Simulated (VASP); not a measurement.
# K in VASP: notebook, part 2 of 3

VASP 6.6.1. Earlier steps stand in the parts before.

## Step 3: Work function, PBE

INCAR

```
SYSTEM = K
PREC = Accurate ; ENCUT = 520
EDIFF = 1E-7 ; ISMEAR = -1
SIGMA = 0.05 ; LREAL = .False.
LASPH = .True. ; NELM = 60
ALGO = Normal ; ISIF = 2
LWAVE = .False. ; LCHARG = .False.
LDIPOL = .True. ; IDIPOL = 3
DIPOL = 0.5 0.5 0.500 ; GGA = PE
EFIELD = -0.1 ; LVHAR = .True.
LVACPOTAV = .True.
```

KPOINTS

```
regular mesh
0
Gamma
  7 7 1
  0 0 0
```

POSCAR

```
K
1.0
    4.7623960204      0.0000000000      0.0000000000
   -2.3811980102      4.1243559365      0.0000000000
    0.0000000000      0.0000000000     30.6599426400
K
5
Direct
    0.6666666700      0.3333333400      0.2446188529
    0.3333333300      0.6666666600      0.3723094265
    0.6666666700      0.3333333400      0.5000000000
    0.3333333300      0.6666666600      0.6276905735
    0.6666666700      0.3333333400      0.7553811471
```

Potentials or basis: VASP PAW PBE potentials, release 64 (K_sv).

Started as:

```console
cat potpaw_PBE.64/K_sv/POTCAR > POTCAR
mpirun -np 1 vasp_std > vasp.out
```

OUTCAR:

```text
SYSTEM = K
   PREC = Accurate
   ENCUT = 520
   EDIFF = 1E-7
   ISMEAR = -1
   LREAL = .False.
   LASPH = .True.
   NELM = 60
   ISIF = 2
   GGA = PE

 ion  position               nearest neighbor table
   1  0.667  0.333  0.245-
   2  0.333  0.667  0.372-
   3  0.667  0.333  0.500-
   4  0.333  0.667  0.628-
   5  0.667  0.333  0.755-

  LATTYP: Found a hexagonal cell.
 ALAT       =     4.7623960204
 C/A-ratio  =     6.4379237906

  Lattice vectors:

 A1 = (   4.7623960204,   0.0000000000,   0.0000000000)
 A2 = (  -2.3811980102,   4.1243559365,   0.0000000000)
 A3 = (   0.0000000000,   0.0000000000,  30.6599426400)

Analysis of symmetry for initial positions (statically):
=====================================================================
 Subroutine PRICEL returns:
 Original cell was already a primitive cell.

 Routine SETGRP: Setting up the symmetry group for a
 hexagonal supercell.

 Subroutine GETGRP returns: Found 12 space group operations
 (whereof 12 operations were pure point group operations)
 out of a pool of 24 trial point group operations.

The static configuration has the point symmetry D_3h.

Analysis of symmetry for dynamics (positions and initial velocities):
=====================================================================
 An external electric field (EFIELD) may reduce the allowed symmetry operations
 Subroutine PRICEL returns:
 Original cell was already a primitive cell.

 Routine SETGRP: Setting up the symmetry group for a
 hexagonal supercell.

 Subroutine GETGRP returns: Found  6 space group operations
 (whereof  6 operations were pure point group operations)
[... 107 lines left out ...]
   EFERMI_NEDOS =   21; number of points for ismear=-14 and -15
   IALGO  =     38    algorithm
   IMIX   =      4    mixing-type and parameters
     AMIX     =   0.40;   BMIX     =  1.00
     AMIX_MAG =   1.60;   BMIX_MAG =  1.00
  volume/ion in A,a.u.               =     120.44       812.79
  Fermi-wavevector in a.u.,A,eV,Ry     =   0.689543  1.303047  6.469156  0.475470
  Thomas-Fermi vector in A             =   1.770658
   LORBIT       =      0    0 simple, 1 ext, 2 COOP (PROOUT), +10 PAW based schemes
   GGA     = PE    functional components
   LHFCALC =     F    Hartree Fock is set to
   AEXX    =    0.0000 exact exchange contribution
   IVDW    =     0    specifies the selected vdW correction
   LEPSILON=     F    determine dielectric tensor
   LRPA    =     F    only Hartree local field effects (RPA)
 non-spin polarized calculation
  energy-cutoff  :      520.00
  volume of cell :      602.22
 maximum number of plane-waves:     16269
 NGX is ok and might be reduce to    36
   NGX = 17   NGY = 17   NGZ =115

 number of electron      45.0000006 magnetization

 dipolmoment           0.000000      0.000000     -0.229903 electrons x Angstroem

 Free energy of the ion-electron system (eV)
  ---------------------------------------------------
  ext. energy  EPLUGINS =         0.00000000
  ---------------------------------------------------
  free energy    TOTEN  =        -5.02437438 eV

  energy without entropy =       -4.98713469  energy(sigma->0) =       -5.00575453

 E-fermi :  -0.9943     XC(G=0):  -3.9557

 val. band max:       -1.0030816863   @ k =   0.1429   0.0000   0.0000
 cond. band min:      -0.7493559315   @ k =   0.2857   0.2857   0.0000
 fundamental gap:      0.2537257548
 Fermi energy:        -0.9942549154

 k-point     1 :       0.0000    0.0000    0.0000
  band No.  band energies     occupation
      1     -33.2699      2.00000
      2     -33.2573      2.00000
      3     -33.1457      2.00000
      4     -33.1197      2.00000
      5     -33.1194      2.00000
      6     -16.7670      2.00000
[... 229 lines left out ...]
     26       0.3128      0.00000
     27       0.3997      0.00000

------------------------ aborting loop because EDIFF is reached ----------------------------------------

  FORCE on cell =-STRESS in cart. coord.  units (eV):
  Direction    XX          YY          ZZ          XY          YZ          ZX
  --------------------------------------------------------------------------------------
  -------------------------------------------------------------------------------------
  Total       -0.4589784     -0.4589784     -0.3048718      0.0000000     -0.0000000     -0.0000000
  in kB       -1.2210961     -1.2210961     -0.8111008      0.0000000     -0.0000000     -0.0000000
  external PRESSURE =      -1.0844310 kB  Pullay stress =       0.0000000 kB

 VOLUME and BASIS-vectors are now :
 -----------------------------------------------------------------------------
  energy-cutoff  :      520.00
  volume of cell :      602.22
      direct lattice vectors                 reciprocal lattice vectors
     4.762396020  0.000000000  0.000000000     0.209978338  0.121231050  0.000000000
    -2.381198010  4.124355936  0.000000000     0.000000000  0.242462100  0.000000000
     0.000000000  0.000000000 30.659942640     0.000000000  0.000000000  0.032615847

 POSITION                                       TOTAL-FORCE (eV/Angst)
 -----------------------------------------------------------------------------------
      2.38120      1.37479      7.50000         0.000000     -0.000000      0.022518
      0.00000      2.74957     11.41499         0.000000      0.000000     -0.013180
      2.38120      1.37479     15.32997         0.000000      0.000000      0.000459
      0.00000      2.74957     19.24496        -0.000000      0.000000      0.014533
      2.38120      1.37479     23.15994        -0.000000      0.000000     -0.024331
 -----------------------------------------------------------------------------------
    total drift:                                0.000000     -0.000022     -0.000034

  FREE ENERGIE OF THE ION-ELECTRON SYSTEM (eV)
  ---------------------------------------------------
  free  energy   TOTEN  =        -5.0243743750 eV

  energy  without entropy=       -4.9871346874  energy(sigma->0) =       -5.00575453
```

OSZICAR:

```text
N       E                     dE             d eps       ncg     rms          rms(c)
DAV:   1     0.359610744351E+03    0.35961E+03   -0.17884E+04   504   0.122E+03
DAV:   2     0.292663547877E+02   -0.33034E+03   -0.32668E+03   520   0.327E+02
DAV:   3    -0.368516215850E+01   -0.32952E+02   -0.32804E+02   596   0.871E+01
[... 21 lines left out ...]
DAV:  25    -0.502437318554E+01   -0.14258E-05   -0.63018E-07   404   0.260E-03    0.686E-04
DAV:  26    -0.502437343291E+01   -0.24737E-06   -0.15239E-07   292   0.119E-03    0.476E-04
DAV:  27    -0.502437409727E+01   -0.66436E-06   -0.14809E-07   334   0.834E-04    0.293E-04
DAV:  28    -0.502437429914E+01   -0.20188E-06   -0.37992E-08   273   0.465E-04    0.290E-04
DAV:  29    -0.502437437504E+01   -0.75894E-07   -0.47534E-08   300   0.402E-04
   1 F= -.50243744E+01 E0= -.50057545E+01  d E =-.372397E-01
```

Wall time 4.6 min (1 thread of Intel Xeon Platinum 8488C (Sapphire Rapids), shared host); peak memory 0.61 GiB.

What came out:

| Property | Result |
| --- | --- |
| Free energy | -5.0244 eV |
| Largest force | 0.024 eV/Å |
| Band gap on the k mesh | none (metal or under the smearing width) |

Forces in eV/Å, atoms in the order of the input:
```
K    0.000  0.000  0.023
K    0.000  0.000 -0.013
K    0.000  0.000  0.000
K    0.000  0.000  0.015
K    0.000  0.000 -0.024
```

Levels at points of the mesh, in eV from the Fermi level:
| k point | band 19 | band 20 | band 21 | band 22 | band 23 | band 24 | band 25 | band 26 | band 27 |
| --- | --- | --- | --- | --- | --- | --- | --- | --- | --- |
| (0.00, 0.00, 0.00) | -15.58 | -15.58 | -1.99 | -1.75 | -1.36 | -0.83 | -0.20 | 0.59 | 1.11 |

## Step 4: Work function, PBE

Edit INCAR of step 3 so:

```diff
@@ -9,3 +9,3 @@
 DIPOL = 0.5 0.5 0.500 ; GGA = PE
-EFIELD = -0.1 ; LVHAR = .True.
+EFIELD = 0 ; LVHAR = .True.
 LVACPOTAV = .True.
```

KPOINTS is that of step 3.

POSCAR is that of step 3.

Potentials or basis: VASP PAW PBE potentials, release 64 (K_sv).

Started as:

```console
cat potpaw_PBE.64/K_sv/POTCAR > POTCAR
mpirun -np 1 vasp_std > vasp.out
```

OUTCAR:

```text
SYSTEM = K
   PREC = Accurate
   ENCUT = 520
   EDIFF = 1E-7
   ISMEAR = -1
   LREAL = .False.
   LASPH = .True.
   NELM = 60
   ISIF = 2
   GGA = PE

 ion  position               nearest neighbor table
   1  0.667  0.333  0.245-
   2  0.333  0.667  0.372-
   3  0.667  0.333  0.500-
   4  0.333  0.667  0.628-
   5  0.667  0.333  0.755-

  LATTYP: Found a hexagonal cell.
 ALAT       =     4.7623960204
[... 427 lines left out ...]
  --------------------------------------------------------------------------------------
  -------------------------------------------------------------------------------------
  Total       -0.4621079     -0.4621079     -0.2984514     -0.0000000      0.0000000     -0.0000000
  in kB       -1.2294220     -1.2294220     -0.7940197     -0.0000000      0.0000000     -0.0000000
  external PRESSURE =      -1.0842879 kB  Pullay stress =       0.0000000 kB

 VOLUME and BASIS-vectors are now :
 -----------------------------------------------------------------------------
  energy-cutoff  :      520.00
  volume of cell :      602.22
      direct lattice vectors                 reciprocal lattice vectors
     4.762396020  0.000000000  0.000000000     0.209978338  0.121231050  0.000000000
    -2.381198010  4.124355936  0.000000000     0.000000000  0.242462100  0.000000000
     0.000000000  0.000000000 30.659942640     0.000000000  0.000000000  0.032615847

 POSITION                                       TOTAL-FORCE (eV/Angst)
 -----------------------------------------------------------------------------------
      2.38120      1.37479      7.50000        -0.000000      0.000000      0.023927
      0.00000      2.74957     11.41499        -0.000000      0.000000     -0.013801
      2.38120      1.37479     15.32997         0.000000     -0.000000     -0.000000
      0.00000      2.74957     19.24496        -0.000000     -0.000000      0.013801
      2.38120      1.37479     23.15994        -0.000000      0.000000     -0.023927
 -----------------------------------------------------------------------------------
    total drift:                                0.000000     -0.000022      0.000000

  FREE ENERGIE OF THE ION-ELECTRON SYSTEM (eV)
  ---------------------------------------------------
  free  energy   TOTEN  =        -5.0128819413 eV

  energy  without entropy=       -4.9756573862  energy(sigma->0) =       -4.99426966

 vacuum level on the upper side and lower side of the slab         1.448         1.448
```

stdout:

```text
POSCAR found type information on POSCAR K
 POSCAR found :  1 types and       5 ions
 scaLAPACK will be used
 LDA part: xc-table for (Slater+PW92), standard interpolation
 POSCAR, INCAR and KPOINTS ok, starting setup
 FFT: planning ... GRIDC
 FFT: planning ... GRID_SOFT
 FFT: planning ... GRID
 WAVECAR not read
 entering main loop
 -----------------------------------------------------------------------------
|                                                                             |
|           W    W    AA    RRRRR   N    N  II  N    N   GGGG   !!!           |
|           W    W   A  A   R    R  NN   N  II  NN   N  G    G  !!!           |
|           W    W  A    A  R    R  N N  N  II  N N  N  G       !!!           |
|           W WW W  AAAAAA  RRRRR   N  N N  II  N  N N  G  GGG   !            |
|           WW  WW  A    A  R   R   N   NN  II  N   NN  G    G                |
|           W    W  A    A  R    R  N    N  II  N    N   GGGG   !!!           |
|                                                                             |
|     Did not find any points to average over, which means that no vacuum     |
|     field-free region was found. Please increase the size of  your cell     |
|     in the dimension of the dipole correction to obtain accurate            |
|     workfunction values.                                                    |
|                                                                             |
 -----------------------------------------------------------------------------
```

It took 2.8 min on 1 thread of Intel Xeon Platinum 8488C (Sapphire Rapids), shared host; peak memory 0.61 GiB.

What came out:

| Property | Result |
| --- | --- |
| Free energy | -5.0129 eV |
| Largest force | 0.024 eV/Å |
| Band gap on the k mesh | none (metal or under the smearing width) |
| Work function of the upper face | 2.44 eV |
| Work function of the lower face | 2.44 eV |

Forces on the atoms (eV/Å):
```
K    0.000  0.000  0.024
K    0.000  0.000 -0.014
K    0.000  0.000  0.000
K    0.000  0.000  0.014
K    0.000  0.000 -0.024
```

Levels at points of the mesh, in eV from the Fermi level:
```
           k point  band 19  band 20  band 21  band 22  band 23  band 24  band 25  band 26  band 27
(0.00, 0.00, 0.00)   -15.58   -15.58    -1.99    -1.75    -1.36    -0.83    -0.20     0.60     1.12
```

[end of part 2 of 3]
